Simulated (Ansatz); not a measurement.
System: NaI (rock salt type), 2 atoms in the cell.

```yaml
crystal:
  lattice:
    - [0.00000, 3.26500, 3.26500]
    - [3.26500, 0.00000, 3.26500]
    - [3.26500, 3.26500, 0.00000]
  atoms:
    - { symbol: Na, position: [0.00000, 0.00000, 0.00000] }
    - { symbol: I, position: [0.50000, 0.50000, 0.50000] }
```
Lattice in Å, positions in fractions of it.

These are results of PBE with spin–orbit coupling, plane waves, PAW datasets (generated soft set 1) (Ansatz), not measurements.

Cutoff 420 eV; k-mesh 6×6×6 Γ-centred; Fermi–Dirac smearing of 0.02 eV.

(1) How large is the gap on this mesh, is it direct, and where do the band edges lie (fractions of the reciprocal vectors of this cell)?

(2) List the levels near the gap at (0.000, 0.000, 0.000), (0.000, 0.167, 0.167), (0.000, 0.167, 0.333), (0.000, 0.167, -0.167), in eV from the top of the valence band (v1 is the highest filled band, c1 the lowest empty one).

## Answers

(1) 3.24 eV, direct at (0.000, 0.000, 0.000).

(2) 
```json
{"k": "(0.000, 0.000, 0.000)", "v4": "0.00", "v3": "0.00", "v2": "0.00", "v1": "0.00", "c1": "3.24", "c2": "3.24", "c3": "7.61"}
{"k": "(0.000, 0.167, 0.167)", "v4": "-0.53", "v3": "-0.53", "v2": "-0.22", "v1": "-0.22", "c1": "4.31", "c2": "4.31", "c3": "6.64"}
{"k": "(0.000, 0.167, 0.333)", "v4": "-0.88", "v3": "-0.88", "v2": "-0.40", "v1": "-0.40", "c1": "5.08", "c2": "5.08", "c3": "6.46"}
{"k": "(0.000, 0.167, -0.167)", "v4": "-0.81", "v3": "-0.81", "v2": "-0.25", "v1": "-0.25", "c1": "4.94", "c2": "4.94", "c3": "6.79"}
```

Semilocal functionals give gaps that mostly lie well below measured ones.
